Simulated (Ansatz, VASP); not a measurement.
**AlN in VASP and in Ansatz**

The input INCAR:

```
SYSTEM = AlN
ALGO = Fast
EDIFF = 1E-6
EDIFFG = -0.005
ENCUT = 600
GGA = PE
IBRION = 2
ISIF = 3
ISMEAR = 0
LASPH = .True.
LCHARG = .False.
LREAL = .False.
LWAVE = .False.
NELM = 100
NSW = 100
PREC = Accurate
SIGMA = 0.02
```

The input KPOINTS:

```
k-points
0
Gamma
  9 9 6
  0 0 0
```

File POSCAR:

```
AlN
1.0
    3.1130000000      0.0000000000      0.0000000000
   -1.5565000000      2.6959370820      0.0000000000
    0.0000000000      0.0000000000      4.9810000000
Al N
2 2
Direct
    0.3333333333      0.6666666667      0.0000000000
    0.6666666667      0.3333333333      0.5000000000
    0.3333333333      0.6666666667      0.3800000000
    0.6666666667      0.3333333333      0.8800000000
```

Input for Ansatz:

```yaml
crystal:
  lattice:
    - [3.113, 0.0, 0.0]
    - [-1.5565, 2.695937082, 0.0]
    - [0.0, 0.0, 4.981]
  atoms:
    - { symbol: Al, position: [0.3333333333, 0.6666666667, 0.0] }
    - { symbol: Al, position: [0.6666666667, 0.3333333333, 0.5] }
    - { symbol: "N", position: [0.3333333333, 0.6666666667, 0.38] }
    - { symbol: "N", position: [0.6666666667, 0.3333333333, 0.88] }
basis:
  ecutwfc: 420
kpoints:
  mp_grid: { grid: [9, 9, 6] }
hamiltonian:
  xc: pbe
scf:
  occupations: { method: gaussian, width: 0.02 }
output:
  forces: true
  stress: true
  eigenvalues: true
  write_density: true
  write_potential: true
  elf: true
  volumetric_format: npy
relax:
  adjacent_minimum: "off"
  f_tol: 0.005
  max_steps: 80
  cell: { stress_tol: 0.05 }
```

Alike in both runs: task relaxation of cell and atoms; functional PBE; k mesh 9 × 9 × 6; occupations gaussian, width 0.02 eV; no spin polarisation.

|  | VASP | Ansatz |
| --- | --- | --- |
| version | VASP 6.6.1 | Ansatz 0.2.0 |
| potentials or method | VASP PAW PBE potentials, release 64 (Al, N) | scalar-relativistic, plane waves, PAW |
| plane-wave cutoff (eV) | 600 | 420 |
| valence electrons in the cell | 16 | 16 |

Ansatz gave:

* gap on the k mesh at the Fermi level, each at its own relaxed structure (eV): 4.03
* relaxed volume (Å³/atom): 10.65
* relaxed cell length with the largest relative difference (Å): 3.130
* energy change over the relaxation (meV/atom): -3

Task: Estimate VASP's values.

Result: gap on the k mesh at the Fermi level, each at its own relaxed structure (eV): 4.06; relaxed volume (Å³/atom): 10.63; relaxed cell length with the largest relative difference (Å): 3.128; energy change over the relaxation (meV/atom): -2.

Caveats: an odd mesh through Γ misses points on the zone boundary, where band edges often lie. PBE usually gives volumes a little too large and moduli too small.
